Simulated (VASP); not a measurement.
**TiSe2: relaxation of cell and atoms with PBE+D3(BJ)**

TiSe2:

```xyz
3
Lattice="3.4818 0.0000 0.0000 -1.7409 3.0153 0.0000 0.0000 0.0000 5.8586" Properties=species:S:1:pos:R:3 pbc="T T T"
Ti    3.4818    0.0000    0.0000
Se    0.0000    2.0102    1.5548
Se    1.7409    1.0051    4.3038
```

| Quantity | Value |
| --- | --- |
| Program | VASP 6.6.1 |
| Task | relaxation of cell and atoms |
| Functional | PBE |
| Dispersion | D3(BJ) |
| Potentials or basis | VASP PAW PBE potentials, release 64 (Ti_sv, Se) |
| Cutoff | 600 eV |
| k mesh | 12 × 12 × 6 |
| Occupations | methfessel-paxton, width 0.1 eV |
| Spin | no spin polarisation |
| Further INCAR settings | ALGO = Normal; EDIFF = 1e-07; IBRION = 2; EDIFFG = -0.005; NSW = 90; ISIF = 3 |

The relaxed volume is 20.52 Å³/atom. The relaxed cell is a = 3.484 Å, b = 3.484 Å, c = 5.857 Å, α = 90.00°, β = 90.00°, γ = 120.00°. The space group after relaxing (to 0.05 Å) is P-3m1 (No. 164), the energy gained by relaxing is 0.0 meV/atom and the ionic steps are 4. The pressure after relaxing is 0.0 GPa. The band gap on the k mesh is none (metal or under the smearing width) and the dispersion energy per atom is -0.451 eV.

Final structure:
```
CELL_PARAMETERS angstrom
3.48353 0.00000 0.00000
-1.74177 3.01683 0.00000
0.00000 0.00000 5.85705
ATOMIC_POSITIONS crystal
Ti 0.00000 0.00000 0.00000
Se 0.33333 0.66667 0.26520
Se 0.66667 0.33333 0.73480
```

Levels at points of the mesh, in eV from the Fermi level:
```
           k point  band 10  band 11  band 12  band 13  band 14  band 15
(0.00, 0.00, 0.00)     0.38     0.51     0.51     0.58     0.61     0.61
(0.50, 0.00, 0.00)    -2.86    -2.24    -1.42     0.05     1.47     1.89
(0.00, 0.00, 0.50)    -2.16     0.29     0.29     0.49     0.49     1.28
(0.50, 0.00, 0.50)    -2.55    -1.11    -0.85    -0.25     1.47     1.86
```

It took 3.3 min on 1 thread of Intel(R) Xeon(R) Platinum 8488C (Sapphire Rapids), with other jobs on the host, peak memory 0.29 GiB.

Caveat: pairwise dispersion overbinds metals, which lowers pressure and volume.
